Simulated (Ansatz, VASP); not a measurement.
# InAs: VASP beside Ansatz

File INCAR:

```
SYSTEM = InAs
ALGO = Normal
EDIFF = 1E-7
ENCUT = 520
GGA = PS
ISIF = 2
ISMEAR = 0
LASPH = .TRUE.
LCHARG = .TRUE.
LELF = .TRUE.
LREAL = .FALSE.
LVHAR = .TRUE.
LWAVE = .FALSE.
NBANDS = 16
NELM = 80
PREC = Accurate
SIGMA = 0.1
```

File KPOINTS:

```
k-points
0
G
  12 12 12
  0 0 0
```

The input POSCAR:

```
InAs
1.0
    0.0000000000      3.0438898535      3.0438898535
    3.0438898535      0.0000000000      3.0438898535
    3.0438898535      3.0438898535      0.0000000000
In As
1 1
Direct
    0.0000000000      0.0000000000      0.0000000000
    0.2500000000      0.2500000000      0.2500000000
```

Input for Ansatz:

```yaml
crystal:
  lattice:
    - [0.0, 3.0438898535, 3.0438898535]
    - [3.0438898535, 0.0, 3.0438898535]
    - [3.0438898535, 3.0438898535, 0.0]
  atoms:
    - { symbol: In, position: [0.0, 0.0, 0.0] }
    - { symbol: As, position: [0.25, 0.25, 0.25] }
basis:
  ecutwfc: 420
kpoints:
  mp_grid: { grid: [12, 12, 12] }
  band_path:
    path:
      - [0.0, 0.0, 0.0]
      - [-0.5, -0.5, 0.0]
      - [-0.375, -0.375, 0.25]
      - [-0.375, 0.0, 0.375]
      - [0.0, 0.0, 0.5]
      - [-0.5, -0.25, 0.25]
    npoints: 1
hamiltonian:
  xc: pbesol
scf:
  occupations: { method: gaussian, width: 0.1 }
  n_extra_bands: 4
output:
  forces: true
  stress: true
  eigenvalues: true
```

Alike in both runs: task single point; functional PBEsol; k mesh 12 × 12 × 12; occupations gaussian, width 0.1 eV; no spin polarisation.

|  | VASP | Ansatz |
| --- | --- | --- |
| version | VASP 6.6.1 | Ansatz 0.2.0 |
| potentials or method | VASP PAW PBE potentials, release 64 (In_d, As) | scalar-relativistic, plane waves, PAW |
| plane-wave cutoff (eV) | 520 | 420 |
| valence electrons in the cell | 18 | 28 |

Ansatz gave:

* gap on the k mesh at the Fermi level (eV): none
* pressure (GPa): 0.0

Question: What did VASP give for the same quantities?

Answer: gap on the k mesh at the Fermi level (eV): none; pressure (GPa): 0.1.

A gap of «none» marks a metal or a gap that the smearing closes. The two sets of potentials don't hold the same shells in valence.

Caveats: the PAW data sets were made with another functional, which shifts forces and pressure a little (VASP).
